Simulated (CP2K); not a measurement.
Runs of CP2K 2026.2 on Ir. Symmetry: Fm-3m, No. 225, cubic system. The conventional cell has a = 3.831 Å, b = 3.831 Å, c = 3.831 Å, α = 90.00°, β = 90.00°, γ = 90.00°. Around Ir (site symmetry m-3m) lie 12 Ir at 2.71 Å. 

```tsv
potentials or basis	cell	EPS_DEFAULT	basis sets	potentials	gap on the mesh (eV)	pressure (GPa)
POTENTIAL_UZH Ir GTH-SCAN-q17; DZVP-MOLOPT-SR-GTH basis	as given	1.0E-9	Ir DZVP-MOLOPT-SR-GTH-q17	Ir GTH-SCAN-q17 of POTENTIAL_UZH	none	8.6
POTENTIAL_UZH Ir GTH-PBE-q17; TZVP-MOLOPT-PBE-GTH basis	strain = -0.01	1.0E-10	Ir TZVP-MOLOPT-PBE-GTH-q17	Ir GTH-PBE-q17 of POTENTIAL_UZH	none	13.3
POTENTIAL_UZH Ir GTH-PBE0-q17; DZVP-MOLOPT-SR-GTH basis	as given	1.0E-9	Ir DZVP-MOLOPT-SR-GTH-q17	Ir GTH-PBE0-q17 of POTENTIAL_UZH	none	11.4
GTH_POTENTIALS Ir GTH-PBE-q17; DZVP-MOLOPT-SR-GTH basis	as given	1.0E-9	Ir DZVP-MOLOPT-SR-GTH-q17	Ir GTH-PBE-q17 of GTH_POTENTIALS	none	9.0
GTH_POTENTIALS Ir GTH-PADE-q17; DZVP-MOLOPT-SR-GTH basis	as given	1.0E-9	Ir DZVP-MOLOPT-SR-GTH-q17	Ir GTH-PADE-q17 of GTH_POTENTIALS	none	(b)
POTENTIAL_UZH Ir GTH-PBE-q17; TZVP-MOLOPT-PBE-GTH basis	strain = -0.02	1.0E-10	Ir TZVP-MOLOPT-PBE-GTH-q17	Ir GTH-PBE-q17 of POTENTIAL_UZH	none	(a)
```

Alike in all rows: task single point; level PBE; no spin polarisation; k mesh 12 × 12 × 12; smearing fermi-dirac 0.05 eV.

Task: Estimate the missing entries.

Result: (a) 17.8; (b) -4.6.

Caveats: the basis of atomic orbitals isn't converged, which shifts pressures, moduli and gaps; the potentials were made for another functional, which shifts forces and pressure (some runs).

A k mesh can miss the band edges, and the runs leave out spin-orbit coupling on Ir.

A gap of «none» marks a metal or a gap under the smearing width.
